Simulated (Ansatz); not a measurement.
The system is KF (Carobbiite).

```
CELL_PARAMETERS angstrom
0.00000 2.67185 2.67185
2.67185 0.00000 2.67185
2.67185 2.67185 0.00000
ATOMIC_POSITIONS crystal
K 0.00000 0.00000 0.00000
F 0.50000 0.50000 0.50000
```

Base run:

```yaml
Program: Ansatz 0.2.0
Functional: HSE06 form with a typed share of exact exchange
Potentials_or_basis: Ansatz PAW
Cutoff: "420 eV (not typed: the program's choice for these potentials)"
k_mesh: 5 × 5 × 5
Occupations: fermi-dirac, width 0.05 eV
Spin: no spin polarisation
```

Its results: band gap on the k mesh 8.21 eV, direct; pressure 0.5 GPa.

Task: After a change of settings the same cell gave: band gap on the k mesh 7.79 eV, direct; pressure 0.7 GPa. Which change was it?
A. share of exact exchange from 0.25 to 0.15
B. share of exact exchange from 0.25 to 0.5
C. share of exact exchange from 0.25 to 0.2
D. share of exact exchange from 0.25 to 0.4

Result: C.

Caveats: odd divisions of the mesh miss points on the zone boundary, where band edges often lie, so the gap on the mesh can be too wide; the PAW data sets come from PBE, with cores solved anew for the run's functional, which leaves a small shift of forces and pressure; the thresholds are loose for stress.
